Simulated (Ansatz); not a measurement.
The system is Co.

```
Co
1.0
     2.47056    0.00000    0.00000
    -1.23528    2.13957    0.00000
     0.00000    0.00000    8.08823
Co
4
Cartesian
  1.2353 0.7132 6.0662
  0.0000 0.0000 4.0441
  0.0000 1.4264 2.0221
  0.0000 0.0000 0.0000
```

Base run:

```yaml
Program: Ansatz 0.2.0
Functional: PBE
Potentials_or_basis: Ansatz PAW
Cutoff: "420 eV (not typed: the program's choice for these potentials)"
k_mesh: 12 × 12 × 4
Occupations: fermi-dirac, width 0.05 eV
Spin: collinear spin, ferrimagnetic start
Starting_moments: "[2.0, -1.0, 2.0, -1.0] μB"
```

Its results: band gap on the k mesh none (metal or under the smearing width); pressure 4.7 GPa.

Q: After a change of settings the same cell gave: band gap on the k mesh none (metal or under the smearing width); pressure -8.3 GPa. Which change was it?
A. spin from collinear spin, ferrimagnetic start to collinear spin, random start; moments at the start from [2.0, -1.0, 2.0, -1.0] to [0.68, -2.21, 1.27, 0.83]
B. spin from collinear spin, ferrimagnetic start to collinear spin, ferromagnetic start; moments at the start from [2.0, -1.0, 2.0, -1.0] to [2.0, 2.0, 2.0, 2.0]
C. spin from collinear spin, ferrimagnetic start to no spin polarisation
D. spin from collinear spin, ferrimagnetic start to collinear spin, ferromagnetic start; moments at the start from [2.0, -1.0, 2.0, -1.0] to [3.5, 3.5, 3.5, 3.5]

A: C.

Caveats: the starting moments weren't kept (some runs).
